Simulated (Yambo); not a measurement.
# SiC (Moissanite) in Yambo: convergence with bands in self energy

SiC (Moissanite):

```
Si C
1.0
     3.07600    0.00000    0.00000
    -1.53800    2.66389    0.00000
     0.00000    0.00000    5.04800
Si C
2 2
Direct
  0.66667 0.33333 0.50000
  0.33333 0.66667 0.00000
  0.66667 0.33333 0.88500
  0.33333 0.66667 0.38500
```

* Program: Yambo 5.3.0
* Task: G0W0 quasiparticle levels
* Functional: PBE
* Potentials or basis: PseudoDojo 0.4.1 SR PBE standard
* Cutoff: 1116 eV
* Density cutoff: 4463 eV
* k mesh: 6 × 6 × 4
* Occupations: fixed
* Spin: no spin polarisation
* k mesh of the self-consistent run: 12 × 12 × 6
* Random integration of the Coulomb term: yes
* Direction of the field or of q to 0: x + y + z
* Broadening: 0.1 eV
* States corrected: Γ and the k points of the band edges
* Frequency dependence of W: plasmon pole
* Terminator of the band sum in the self-energy: none
* Quasiparticle equation: linearised (Newton)
* Imaginary frequency of the plasmon-pole fit: 27.2114 eV
* Bands in the response: 208
* Bands in the self-energy: 28
* Cutoff of the response matrix: 15 Ry
* Cutoff of exchange and Vxc: 82 Ry
* Bands corrected (first, last): [7, 9]

These are the settings of the first run; the series varies bands in self energy, with any setting tied to it.

```csv
bands in self energy,quasiparticle gap at the points computed (eV)
28,2.736
48,2.827
88,2.949
208,3.056
```

Not settled before the last step: the quasiparticle gap at the points computed (to 0.05 eV). The tightest run that finished is the yardstick and may itself not be fully converged.

Caveat, for the tightest run too: this version prints the column dSc/dw multiplied by 27.2.
